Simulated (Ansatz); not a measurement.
# Ru: a tetragonal deformation path

One table from this session's results is given with a row withheld; the runs are named, their logs left out.

Method: DFT PBE, scalar-relativistic, plane waves, PAW, in Ansatz 0.2.0.

**The system as given**

Symmetry: Fm-3m, No. 225, cubic system. The conventional cell has a = 3.830 Å, b = 3.830 Å, c = 3.830 Å, α = 90.00°, β = 90.00°, γ = 90.00°. Ru (site symmetry m-3m) is surrounded by 12 Ru at 2.71 Å.

Structure file:

```
Ru
1.0
     0.00000    1.91500    1.91500
     1.91500    0.00000    1.91500
     1.91500    1.91500    0.00000
Ru
1
Direct
  0.00000 0.00000 0.00000
```

The structure comes from the Crystallography Open Database.

Set-up of the first run:

File input.yaml:

```yaml
crystal:
  lattice:
    - [0.0, 1.915, 1.915]
    - [1.915, 0.0, 1.915]
    - [1.915, 1.915, 0.0]
  atoms:
    - { symbol: Ru, position: [0.0, 0.0, 0.0] }
basis:
  ecutwfc: 420
kpoints:
  mp_grid: { grid: [8, 8, 8] }
hamiltonian:
  xc: pbe
scf:
  occupations: { method: gaussian, width: 0.1 }
output:
  forces: true
  stress: true
  eigenvalues: true
```

Steps of the session up to this table: A first look at the start; Zero of the scan; Point ρ = 0.707; At ρ = 1.414; ρ = 0.850; Point ρ = 1.200; Point ρ = 0.780; ρ = 1.300; At ρ = 0.920; Point ρ = 1.100; At ρ = 0.650; At ρ = 1.500; ρ = 0.960.

One table of the session follows, with a row left open; its other results are not shown here.

```
    ρ  ΔE (meV/atom)  pressure (GPa)
0.650          464.3             3.6
0.707          506.0             3.8
0.780          385.6             2.1
0.850          184.8            -1.2
0.920           48.8            -3.6
0.960           11.4            -4.2
1.000            0.0            -4.4
1.100              ?               ?
1.200          254.9             1.2
1.300          523.1             8.0
1.414          863.8            18.0
1.500         1127.0            27.0
```

Q: Estimate the row for ρ = 1.100 from the others.

Worked estimate for «ΔE (meV/atom)». A straight line through the neighbours (1.000, 0.0) and (1.200, 254.9) gives 0.0 + (254.9 − 0.0) × (1.100 − 1.000) / (1.200 − 1.000) = 127.5; a parabola fitted to 4 rows on both sides gives 78.8.

As computed: ΔE (meV/atom): 66.0; pressure (GPa): -3.1. In «ΔE (meV/atom)» the line misses by +61.5 and the parabola by +12.8.
